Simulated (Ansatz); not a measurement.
**MoS₂: a line through an energy map**

One table from this session's results is given with a row withheld; the runs are named, their logs left out.

Computed with Ansatz 0.2.0 (DFT LDA+D3(BJ), scalar-relativistic, plane waves, PAW, unless a step's input says otherwise).

1 further run of the same task is left out (set aside as unsound or not needed).

### The structure to begin with

It takes space group R3m (No. 160, trigonal). Conventional cell: a = 3.094 Å, b = 3.094 Å, c = 16.966 Å, α = 90.00°, β = 90.00°, γ = 120.00°. Mo (site symmetry 3m) is surrounded by 6 S at 2.37 Å. S (site symmetry 3m) is surrounded by 3 Mo at 2.37 Å.

Coordinates:

```
Mo S
1.0
     1.54693    0.89312    5.65535
    -1.54693    0.89312    5.65535
     0.00000   -1.78624    5.65535
Mo S
1 2
Direct
  0.00007 0.00007 0.00007
  0.75817 0.75817 0.75817
  0.57507 0.57507 0.57507
```

It is the result of an earlier relaxation at this level (volume 15.63 Å³/atom; gap on the mesh: 0.35 eV).

### The scan

The energy is mapped over volume and the cell's shape.

The axes are (1) volume per atom: 5 values from 13.13 to 18.13 Å³; (2) c/a of the conventional cell: 5 values from 4.57 to 6.58.

Nothing else is relaxed (fractional coordinates fixed). Energies count from the relaxed crystal. Points are written as (first, second).

Set-up of the first run:

Contents of input.yaml:

```yaml
crystal:
  lattice:
    - [1.4159976376, 0.8175266172, 5.6698433405]
    - [-1.4159976376, 0.8175266172, 5.6698433405]
    - [0.0, -1.6350532344, 5.6698433405]
  atoms:
    - { symbol: Mo, position: [6.75998e-05, 6.75998e-05, 6.75998e-05] }
    - { symbol: S, position: [0.7581661549, 0.7581661549, 0.7581661549] }
    - { symbol: S, position: [0.5750662452, 0.5750662452, 0.5750662452] }
basis:
  ecutwfc: 420
kpoints:
  mp_grid: { grid: [15, 15, 15] }
hamiltonian:
  xc: lda
  pseudopotentials: { kind: paw, azcp: { folder: soft_1 } }
  dispersion: d3bj
scf:
  occupations: { method: gaussian, width: 0.03 }
output:
  forces: true
  stress: true
  eigenvalues: true
```

Run with:

```sh
> ansatz run input.yaml --threads 1 --pin off --max-ram 2048MiB --backend cpu --events-out ev --progress --plain --runs-dir out
```

Among the steps run: Grid point (13.13 Å³, 6.01); Grid point (14.38 Å³, 6.01); Point (15.63 Å³, 6.01); Grid point (16.88 Å³, 6.01); Grid point (18.13 Å³, 6.01).

One of the session's tables, all rows but one given; the rest of the session is left out.

It belongs to the step «The line in numbers». 

```
volume per atom (Å³)  energy (meV/atom)  slope (meV/atom per Å³)  pressure (GPa)  band gap on the k-mesh (eV)  largest force on an atom (eV/Å)
               13.13                354                     −286              46                         0.38                             2.37
               14.38                  ?                        ?               ?                            ?                                ?
               15.63                 59                        8              −1                         0.69                             1.08
               16.88                119                       84             −13                         0.78                             2.11
               18.13                257                      132             −21                         0.83                             2.86
```

**Question.** Estimate the row for volume per atom (Å³) = 14.38.

Worked estimate for «energy (meV/atom)». A straight line through the neighbours (13.13, 354) and (15.63, 59) gives 354 + (59 − 354) × (14.38 − 13.13) / (15.63 − 13.13) = 206; a parabola fitted to 3 rows on both sides gives 137.

As computed: energy (meV/atom): 115; slope (meV/atom per Å³): −108; pressure (GPa): 17; band gap on the k-mesh (eV): 0.56; largest force on an atom (eV/Å): 0.37. In «energy (meV/atom)» the line misses by +91 and the parabola by +22.

Energies count from the relaxed crystal. Slopes come from the forces (and the stress, where the cell changes), not from differences of energies.

To keep in mind: Warnings in the runs' records: dispersion damping borrowed, pseudo functional mismatch.
